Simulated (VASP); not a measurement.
# GePt (Pnma) in VASP: single point with PBEsol

Aim: the single point of GePt with PBEsol.

Program: VASP 6.6.1. These are calculated values, not measurements. Logs are shortened: lines on timing, memory, paths and dates and some standing lists are left out, and cuts for length are marked.

## 1. The crystal as given

Symmetry: Pnma, No. 62, orthorhombic system. Conventional cell: a = 5.819 Å, b = 3.753 Å, c = 6.184 Å, α = 90.00°, β = 90.00°, γ = 90.00°. Around Ge (site symmetry m) lie 6 Pt at 2.51 to 2.70 Å. Around Pt (site symmetry m) lie 6 Ge at 2.51 to 2.70 Å.

The cell was built by a generator and needn't be a form met in nature.

## 2. Single point, PBEsol

File INCAR:

```
PREC = Accurate
ENCUT = 520
EDIFF = 1E-7
ISMEAR = 0
SIGMA = 0.1
LREAL = F
LASPH = T
NELM = 100
ALGO = Fast
ISIF = 2
LWAVE = F
LCHARG = F
GGA = PS
NBANDS = 58
KPAR = 4
```

File KPOINTS:

```
regular mesh
0
Gamma
  6 8 6
```

File POSCAR:

```
GePt
1.0
    5.8185200000      0.0000000000      0.0000000000
    0.0000000000      3.7530500000      0.0000000000
    0.0000000000      0.0000000000      6.1841100000
Ge Pt
4 4
Direct
    0.6865260000      0.2500000000      0.5881940000
    0.8134740000      0.7500000000      0.0881940000
    0.3134740000      0.7500000000      0.4118060000
    0.1865260000      0.2500000000      0.9118060000
    0.9977050000      0.2500000000      0.3074150000
    0.5022950000      0.7500000000      0.8074150000
    0.0022950000      0.7500000000      0.6925850000
    0.4977050000      0.2500000000      0.1925850000
```

Potentials or basis: VASP PAW PBE potentials, release 64 (Ge_d, Pt).

Started as:

```
$ cat potpaw_PBE.64/Ge_d/POTCAR potpaw_PBE.64/Pt/POTCAR > POTCAR
$ mpirun -np 4 vasp_std > vasp.out
```

OUTCAR:

```text
PREC = Accurate
   ENCUT = 520
   EDIFF = 1E-7
   ISMEAR = 0
   LREAL = F
   LASPH = T
   NELM = 100
   ISIF = 2
   GGA = PS

 ion  position               nearest neighbor table
   1  0.687  0.250  0.588-   5 2.51   6 2.55   6 2.55   8 2.68   7 2.70   7 2.70
   2  0.813  0.750  0.088-   6 2.51   5 2.55   5 2.55   7 2.68   8 2.70   8 2.70
   3  0.313  0.750  0.412-   7 2.51   8 2.55   8 2.55   6 2.68   5 2.70   5 2.70
   4  0.187  0.250  0.912-   8 2.51   7 2.55   7 2.55   5 2.68   6 2.70   6 2.70
   5  0.998  0.250  0.307-   1 2.51   2 2.55   2 2.55   4 2.68   3 2.70   3 2.70   8 2.99   8 2.99
                             7 3.03   7 3.03
   6  0.502  0.750  0.807-   2 2.51   1 2.55   1 2.55   3 2.68   4 2.70   4 2.70   7 2.99   7 2.99
                             8 3.03   8 3.03
   7  0.002  0.750  0.693-   3 2.51   4 2.55   4 2.55   2 2.68   1 2.70   1 2.70   6 2.99   6 2.99
                             5 3.03   5 3.03
   8  0.498  0.250  0.193-   4 2.51   3 2.55   3 2.55   1 2.68   2 2.70   2 2.70   5 2.99   5 2.99
                             6 3.03   6 3.03

  LATTYP: Found a simple orthorhombic cell.
 ALAT       =     3.7530500000
 B/A-ratio  =     1.5503443866
 C/A-ratio  =     1.6477558253

  Lattice vectors:

 A1 = (   0.0000000000,  -3.7530500000,   0.0000000000)
 A2 = (   5.8185200000,   0.0000000000,   0.0000000000)
 A3 = (   0.0000000000,   0.0000000000,   6.1841100000)

Analysis of symmetry for initial positions (statically):
=====================================================================
 Subroutine PRICEL returns:
 Original cell was already a primitive cell.

 Routine SETGRP: Setting up the symmetry group for a
 simple orthorhombic supercell.

 Subroutine GETGRP returns: Found  8 space group operations
 (whereof  2 operations were pure point group operations)
 out of a pool of  8 trial point group operations.

The static configuration has the point symmetry S_2 .
 The point group associated with its full space group is D_2h.

Analysis of symmetry for dynamics (positions and initial velocities):
=====================================================================
 Subroutine PRICEL returns:
 Original cell was already a primitive cell.

 Routine SETGRP: Setting up the symmetry group for a
 simple orthorhombic supercell.

 Subroutine GETGRP returns: Found  8 space group operations
 (whereof  2 operations were pure point group operations)
 out of a pool of  8 trial point group operations.

The dynamic configuration has the point symmetry S_2 .
 The point group associated with its full space group is D_2h.

 Subroutine INISYM returns: Found  8 space group operations
 (whereof  2 operations are pure point group operations),
 and found     1 'primitive' translations

----------------------------------------------------------------------------------------

                                     Primitive cell

  volume of cell :     135.0436

  direct lattice vectors                    reciprocal lattice vectors
     5.818520000  0.000000000  0.000000000     0.171865010  0.000000000  0.000000000
     0.000000000  3.753050000  0.000000000     0.000000000  0.266449954  0.000000000
     0.000000000  0.000000000  6.184110000     0.000000000  0.000000000  0.161704756

  length of vectors
     5.818520000  3.753050000  6.184110000     0.171865010  0.266449954  0.161704756

  position of ions in fractional coordinates (direct lattice)
     0.686526000  0.250000000  0.588194000
     0.813474000  0.750000000  0.088194000
     0.313474000  0.750000000  0.411806000
     0.186526000  0.250000000  0.911806000
     0.997705000  0.250000000  0.307415000
     0.502295000  0.750000000  0.807415000
     0.002295000  0.750000000  0.692585000
     0.497705000  0.250000000  0.192585000

  ion indices of the primitive-cell ions
   primitive index   ion index
                 1           1
                 2           2
                 3           3
                 4           4
                 5           5
                 6           6
                 7           7
                 8           8

----------------------------------------------------------------------------------------

 KPOINTS: regular mesh

Automatic generation of k-mesh.
 Grid dimensions read from file:
 generate k-points for:    6    8    6

 Generating k-lattice:

  Cartesian coordinates                     Fractional coordinates (reciprocal lattice)
     0.028644168  0.000000000  0.000000000     0.166666667  0.000000000  0.000000000
     0.000000000  0.033306244  0.000000000     0.000000000  0.125000000  0.000000000
     0.000000000  0.000000000  0.026950793     0.000000000  0.000000000  0.166666667

  Length of vectors
     0.028644168  0.033306244  0.026950793

  Shift w.r.t. Gamma in fractional coordinates (k-lattice)
     0.000000000  0.000000000  0.000000000

 Subroutine IBZKPT returns following result:
 ===========================================

 Found     80 irreducible k-points:

 Following reciprocal coordinates:
            Coordinates               Weight
  0.000000  0.000000  0.000000      1.000000
  0.166667  0.000000  0.000000      2.000000
  0.333333  0.000000  0.000000      2.000000
  0.500000  0.000000  0.000000      1.000000
  0.000000  0.125000  0.000000      2.000000
  0.166667  0.125000  0.000000      4.000000
[... 16 lines left out ...]
  0.333333  0.000000  0.166667      4.000000
  0.500000  0.000000  0.166667      2.000000
 [... further k-points ...]
   k-points           NKPTS =     80   k-points in BZ     NKDIM =     80   number of bands    NBANDS=     58
   number of dos      NEDOS =    301   number of ions     NIONS =      8
   total plane-waves  NPLWV =  64512
   dimension x,y,z NGX =    48 NGY =   28 NGZ =   48
   dimension x,y,z NGXF=    96 NGYF=   56 NGZF=   96
   ions per type =               4   4
   NGX,Y,Z   is equivalent  to a cutoff of  13.71, 12.40, 12.90 a.u.
   NGXF,Y,Z  is equivalent  to a cutoff of  27.43, 24.81, 25.81 a.u.
 SYSTEM =  unknown system
   PREC   = accura    normal or accurate (medium, high low for compatibility)
   ISTART =      0    job   : 0-new  1-cont  2-samecut
   ICHARG =      2    charge: 1-file 2-atom 10-const
   ISPIN  =      1    spin polarized calculation?
   LNONCOLLINEAR =      F non collinear calculations
   LSORBIT =      F    spin-orbit coupling
   LASPH  =      T    aspherical Exc in radial PAW
   ENCUT  =  520.0 eV  38.22 Ry    6.18 a.u.  10.82  6.98 11.50*2*pi/ulx,y,z
   NELM   =    100;   NELMIN=  2; NELMDL= -5     # of ELM steps
   EDIFF  = 0.1E-06   stopping-criterion for ELM
   LREAL  =      F    real-space projection
   EDIFFG = 0.1E-05   stopping-criterion for IOM
   NSW    =      0    number of steps for IOM
   IBRION =     -1    ionic relax: 0-MD 1-quasi-New 2-CG
   NFREE  =      0    steps in history (QN), initial steepest desc. (CG)
   ISIF   =      2    stress and relaxation
   ISYM   =      2    0-nonsym 1-usesym 2-fastsym
   POTIM  = 0.5000    time-step for ionic-motion
   TEBEG  =    0.0;   TEEND  =   0.0 temperature during run
   PSTRESS=    0.0 pullay stress
   NELECT =      96.0000    total number of electrons
   NUPDOWN=      -1.0000    fix difference up-down
   EMIN   =  10.00;   EMAX   =-10.00  energy-range for DOS
   EFERMI =   0.00;   METHOD = LEGACY
   ISMEAR =     0;   SIGMA  =   0.10  broadening in eV -4-tet -1-fermi 0-gaus
   EFERMI_NEDOS =   21; number of points for ismear=-14 and -15
   IALGO  =     68    algorithm
   IMIX   =      4    mixing-type and parameters
     AMIX     =   0.40;   BMIX     =  1.00
     AMIX_MAG =   1.60;   BMIX_MAG =  1.00
  volume/ion in A,a.u.               =      16.88       113.91
  Fermi-wavevector in a.u.,A,eV,Ry     =   1.461080  2.761040 29.045086  2.134754
  Thomas-Fermi vector in A             =   2.577453
   LORBIT       =      0    0 simple, 1 ext, 2 COOP (PROOUT), +10 PAW based schemes
   GGA     = PS    functional components
   LHFCALC =     F    Hartree Fock is set to
   AEXX    =    0.0000 exact exchange contribution
   IVDW    =     0    specifies the selected vdW correction
   LEPSILON=     F    determine dielectric tensor
   LRPA    =     F    only Hartree local field effects (RPA)
 non-spin polarized calculation
 RMM-DIIS sequential band-by-band and
 Gauss-broadening in eV      SIGMA  =   0.10
  energy-cutoff  :      520.00
  volume of cell :      135.04
 maximum number of plane-waves:      3676
 NGX is ok and might be reduce to    48
   NGX = 21   NGY = 13   NGZ = 23

 number of electron      95.9999953 magnetization

 Free energy of the ion-electron system (eV)
  ---------------------------------------------------
  ext. energy  EPLUGINS =         0.00000000
  ---------------------------------------------------
  free energy    TOTEN  =       -51.51795922 eV

  energy without entropy =      -51.50383969  energy(sigma->0) =      -51.51089946

 E-fermi :   8.8946     XC(G=0): -12.3675

 val. band max:        8.8905964271   @ k =   0.1667   0.3750   0.3333
 cond. band min:       8.9039988613   @ k =   0.5000   0.1250   0.1667
 fundamental gap:      0.0134024343
 Fermi energy:         8.8945715557

 k-point     1 :       0.0000    0.0000    0.0000
  band No.  band energies     occupation
      1     -16.0899      2.00000
      2     -16.0832      2.00000
      3     -16.0826      2.00000
      4     -16.0798      2.00000
      5     -16.0702      2.00000
      6     -16.0594      2.00000
[... 50 lines left out ...]
     57      13.9191      0.00000
     58      14.3302      0.00000

 k-point     2 :       0.1667    0.0000    0.0000
  band No.  band energies     occupation
      1     -16.0893      2.00000
      2     -16.0830      2.00000
      3     -16.0827      2.00000
      4     -16.0797      2.00000
      5     -16.0697      2.00000
      6     -16.0603      2.00000
[... 50 lines left out ...]
     57      14.3433      0.00000
     58      14.8313      0.00000
[... 1279 lines left out ...]
     57      13.7334      0.00000
     58      14.1843      0.00000

 k-point    24 :       0.5000    0.0000    0.1667
  band No.  band energies     occupation
      1     -16.0858      2.00000
      2     -16.0858      2.00000
      3     -16.0804      2.00000
      4     -16.0804      2.00000
      5     -16.0658      2.00000
      6     -16.0658      2.00000
[... 50 lines left out ...]
     57      13.3153      0.00000
     58      13.3153      0.00000

 [... further k-points ...]

------------------------ aborting loop because EDIFF is reached ----------------------------------------

  FORCE on cell =-STRESS in cart. coord.  units (eV):
  Direction    XX          YY          ZZ          XY          YZ          ZX
  --------------------------------------------------------------------------------------
  -------------------------------------------------------------------------------------
  Total       -5.7522171     -5.3076051     -5.5867878     -0.0000000      0.0000000      0.0000000
  in kB      -68.2451456    -62.9702039    -66.2824676     -0.0000000      0.0000000      0.0000000
  external PRESSURE =     -65.8326057 kB  Pullay stress =       0.0000000 kB

 VOLUME and BASIS-vectors are now :
 -----------------------------------------------------------------------------
  energy-cutoff  :      520.00
  volume of cell :      135.04
      direct lattice vectors                 reciprocal lattice vectors
     5.818520000  0.000000000  0.000000000     0.171865010  0.000000000  0.000000000
     0.000000000  3.753050000  0.000000000     0.000000000  0.266449954  0.000000000
     0.000000000  0.000000000  6.184110000     0.000000000  0.000000000  0.161704756

 POSITION                                       TOTAL-FORCE (eV/Angst)
 -----------------------------------------------------------------------------------
      3.99457      0.93826      3.63746         0.058017     -0.000000     -0.001105
      4.73321      2.81479      0.54540        -0.058017      0.000000     -0.001105
      1.82395      2.81479      2.54665        -0.058017     -0.000000      0.001105
      1.08531      0.93826      5.63871         0.058017     -0.000000      0.001105
      5.80517      0.93826      1.90109        -0.056842      0.000000      0.000590
      2.92261      2.81479      4.99314         0.056842      0.000000      0.000590
      0.01335      2.81479      4.28302         0.056842      0.000000     -0.000590
      2.89591      0.93826      1.19097        -0.056842      0.000000     -0.000590
 -----------------------------------------------------------------------------------
    total drift:                                0.000000      0.000000      0.000000

  FREE ENERGIE OF THE ION-ELECTRON SYSTEM (eV)
  ---------------------------------------------------
  free  energy   TOTEN  =       -51.5179592196 eV

  energy  without entropy=      -51.5038396922  energy(sigma->0) =      -51.51089946
```

Run time: 81 s. Hardware: 4 MPI ranks of Intel Xeon 6975P-C (Granite Rapids), shared host; peak memory 0.56 GiB.

Results:

* Free energy: -51.5180 eV
* Pressure: -6.6 GPa
* Largest force: 0.058 eV/Å
* Band gap on the k mesh: none (metal or under the smearing width)

Forces on the atoms (eV/Å):
```
Ge   0.058  0.000 -0.001
Ge  -0.058  0.000 -0.001
Ge  -0.058  0.000  0.001
Ge   0.058  0.000  0.001
Pt  -0.057  0.000  0.001
Pt   0.057  0.000  0.001
Pt   0.057  0.000 -0.001
Pt  -0.057  0.000 -0.001
```

Levels at points of the mesh, in eV from the Fermi level:
```csv
k point,band 44,band 45,band 46,band 47,band 48,band 49,band 50,band 51,band 52,band 53
"(0.00, 0.00, 0.00)",-2.52,-2.34,-1.35,-1.30,-0.87,0.67,0.81,2.99,3.20,3.37
"(0.50, 0.00, 0.00)",-2.52,-2.32,-2.32,-0.01,-0.01,1.36,1.36,2.25,2.25,4.01
"(0.00, 0.50, 0.00)",-2.50,-2.38,-2.38,-1.51,-1.51,-0.12,-0.12,2.03,2.03,2.15
"(0.50, 0.50, 0.00)",-2.73,-1.77,-1.77,-1.77,-1.77,0.57,0.57,0.57,0.57,4.07
"(0.00, 0.00, 0.50)",-2.71,-1.72,-1.72,0.01,0.01,1.10,1.10,1.80,1.80,4.08
"(0.50, 0.00, 0.50)",-2.71,-1.28,-1.28,0.73,0.73,1.73,1.73,2.63,2.63,2.65
"(0.00, 0.50, 0.50)",-2.53,-2.34,-2.34,-2.03,-2.03,0.52,0.52,0.98,0.98,1.72
"(0.50, 0.50, 0.50)",-2.80,-2.32,-2.32,-2.32,-2.32,2.40,2.40,2.40,2.40,3.00
```

Caveat: the PAW data sets were made with another functional, which shifts forces and pressure a little. The run has no spin-orbit coupling, so splittings on Pt are missing.
